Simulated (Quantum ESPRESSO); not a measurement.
The system is Hf.

```
CELL_PARAMETERS angstrom
0.00000 2.22000 2.22000
2.22000 0.00000 2.22000
2.22000 2.22000 0.00000
ATOMIC_POSITIONS crystal
Hf 0.00000 0.00000 0.00000
```

This isn't the form of Hf at room conditions, which is hcp.

Below is the output of Quantum ESPRESSO 7.5 for this cell. Logs are shortened: lines on timing, memory, paths and dates and some standing lists are left out, and cuts for length are marked.

```text
This program is part of the open-source Quantum ESPRESSO suite
     for quantum simulation of materials; please cite
[... 9 lines left out ...]
     --------------------
     sticks:   dense  smooth     PW     G-vecs:    dense   smooth      PW
     Sum         673     673    211                11575    11575    1989

     Using Slab Decomposition

     bravais-lattice index     =            0
     lattice parameter (alat)  =       5.9329  a.u.
     unit-cell volume          =     147.6677 (a.u.)^3
     number of atoms/cell      =            1
     number of atomic types    =            1
     number of electrons       =        12.00
     number of Kohn-Sham states=           12
     kinetic-energy cutoff     =      69.0000  Ry
     charge density cutoff     =     276.0000  Ry
     scf convergence threshold =      2.0E-10
     mixing beta               =       0.5000
     number of iterations used =            8  plain     mixing
     energy convergence thresh.=      1.0E-05
     force convergence thresh. =      4.0E-04
     press convergence thresh. =      3.0E-01
     Exchange-correlation= PBE
                           (   1   4   3   4   0   0   0)
     nstep                     =           40

     celldm(1)=   5.932897  celldm(2)=   0.000000  celldm(3)=   0.000000
     celldm(4)=   0.000000  celldm(5)=   0.000000  celldm(6)=   0.000000

     crystal axes: (cart. coord. in units of alat)
               a(1) = (   0.000000   0.707107   0.707107 )
               a(2) = (   0.707107   0.000000   0.707107 )
               a(3) = (   0.707107   0.707107   0.000000 )

     reciprocal axes: (cart. coord. in units 2 pi/alat)
               b(1) = ( -0.707107  0.707107  0.707107 )
               b(2) = (  0.707107 -0.707107  0.707107 )
               b(3) = (  0.707107  0.707107 -0.707107 )

     PseudoPot. # 1 for Hf read from file:
     Hf-sp.oncvpsp.upf
     Pseudo is Norm-conserving + core correction, Zval = 12.0
     Generated using ONCVPSP code by D. R. Hamann
     Using radial grid of 1656 points,  8 beta functions with:
                l(1) =   0
                l(2) =   0
                l(3) =   1
                l(4) =   1
                l(5) =   2
                l(6) =   2
                l(7) =   3
                l(8) =   3

[... 1777 lines left out ...]
     number of iterations used =            8  plain     mixing
     press convergence thresh. =      3.0E-01
     Exchange-correlation= PBE
                           (   1   4   3   4   0   0   0)

     celldm(1)=   5.932897  celldm(2)=   0.000000  celldm(3)=   0.000000
     celldm(4)=   0.000000  celldm(5)=   0.000000  celldm(6)=   0.000000

     crystal axes: (cart. coord. in units of alat)
               a(1) = (   0.000000   0.667595   0.667595 )
               a(2) = (   0.667595   0.000000   0.667595 )
               a(3) = (   0.667595   0.667595   0.000000 )

     reciprocal axes: (cart. coord. in units 2 pi/alat)
               b(1) = ( -0.748957  0.748957  0.748957 )
               b(2) = (  0.748957 -0.748957  0.748957 )
               b(3) = (  0.748957  0.748957 -0.748957 )

     PseudoPot. # 1 for Hf read from file:
     Hf-sp.oncvpsp.upf
     Pseudo is Norm-conserving + core correction, Zval = 12.0
     Generated using ONCVPSP code by D. R. Hamann
     Using radial grid of 1656 points,  8 beta functions with:
                l(1) =   0
                l(2) =   0
                l(3) =   1
                l(4) =   1
                l(5) =   2
                l(6) =   2
                l(7) =   3
                l(8) =   3

     atomic species   valence    mass     pseudopotential
     Hf               12.00   178.49000     Hf( 1.00)

     48 Sym. Ops., with inversion, found

   Cartesian axes

     site n.     atom                  positions (alat units)
         1        Hf     tau(   1) = (   0.0000000   0.0000000   0.0000000  )

     number of k points=    47  Fermi-Dirac smearing, width (Ry)=  0.0037
                       cart. coord. in units 2pi/alat
        k(    1) = (   0.0000000   0.0000000   0.0000000), wk =   0.0020000
        k(    2) = (   0.0748957   0.0748957  -0.0748957), wk =   0.0160000
        k(    3) = (   0.1497914   0.1497914  -0.1497914), wk =   0.0160000
        k(    4) = (   0.2246871   0.2246871  -0.2246871), wk =   0.0160000
        k(    5) = (   0.2995828   0.2995828  -0.2995828), wk =   0.0160000
        k(    6) = (  -0.3744785  -0.3744785   0.3744785), wk =   0.0080000
[... 39 lines left out ...]
        k(   46) = (  -0.0748957  -0.3744785   0.6740613), wk =   0.0480000
        k(   47) = (  -0.7489570   0.2995828  -0.0000000), wk =   0.0240000

     Dense  grid:     9577 G-vectors     FFT dimensions: (  30,  30,  30)

     Initial potential from superposition of free atoms

     starting charge      11.9981, renormalised to      12.0000
     Starting wfcs are   10 randomized atomic wfcs +    2 random wfcs

     Self-consistent Calculation

     iteration #  1     ecut=    69.00 Ry     beta= 0.50
     Davidson diagonalization with overlap
     c_bands:  1 eigenvalues not converged
     c_bands:  1 eigenvalues not converged
     c_bands:  1 eigenvalues not converged
     ethr =  1.00E-06,  avg # of iterations = 14.3
[... 166 lines left out ...]
   -43.1919 -12.2768 -11.7473 -11.4371  13.8332  17.4626  18.7219  20.8438
    21.4345  25.6262  32.1413  35.0071

          k = 0.4494-0.0000-0.0000 (  1214 PWs)   bands (ev):

   -43.1759 -12.3001 -11.6745 -11.6745  13.7590  16.1450  19.2952  22.5478
    22.5478  24.6405  35.1195  35.1195

          k = 0.5243 0.0749-0.0749 (  1208 PWs)   bands (ev):
[... 142 lines left out ...]
          total   stress  (Ry/bohr**3)                   (kbar)     P=      299.79
   0.00203795  -0.00000000  -0.00000000          299.79       -0.00       -0.00
   0.00000000   0.00203795  -0.00000000            0.00      299.79       -0.00
  -0.00000000  -0.00000000   0.00203795           -0.00       -0.00      299.79

=------------------------------------------------------------------------------=
   JOB DONE.
=------------------------------------------------------------------------------=
```

Question: Write the input and the command behind it.

Answer: Relaxation of cell and atoms with PBE, no spin polarisation. The files as run (others can give the same):

pw.in
```
&CONTROL
  calculation = 'vc-relax'
  prefix = 'pwscf'
  outdir = './tmp'
  pseudo_dir = './pseudo'
  tprnfor = .true.
  tstress = .true.
  disk_io = 'low'
  nstep = 40
  forc_conv_thr = 0.0004
  etot_conv_thr = 1d-05
/
&SYSTEM
  ibrav = 0
  nat = 1
  ntyp = 1
  ecutwfc = 69
  nbnd = 12
  occupations = 'smearing'
  smearing = 'fd'
  degauss = 0.00367493
/
&ELECTRONS
  conv_thr = 2d-10
  electron_maxstep = 120
  mixing_beta = 0.5
/
&IONS
  ion_dynamics = 'bfgs'
/
&CELL
  cell_dynamics = 'bfgs'
  press = 300
  press_conv_thr = 0.3
/
ATOMIC_SPECIES
Hf   178.4900 Hf-sp.oncvpsp.upf
CELL_PARAMETERS angstrom
   0.0000000000    2.2200000000    2.2200000000
   2.2200000000    0.0000000000    2.2200000000
   2.2200000000    2.2200000000    0.0000000000
ATOMIC_POSITIONS crystal
Hf     0.0000000000    0.0000000000    0.0000000000
K_POINTS automatic
10 10 10 0 0 0
```

Potentials or basis: SSSP 1.3 efficiency PBE.
Run with:
```sh
$ OMP_NUM_THREADS=1 pw.x -in pw.in > pw.out
```
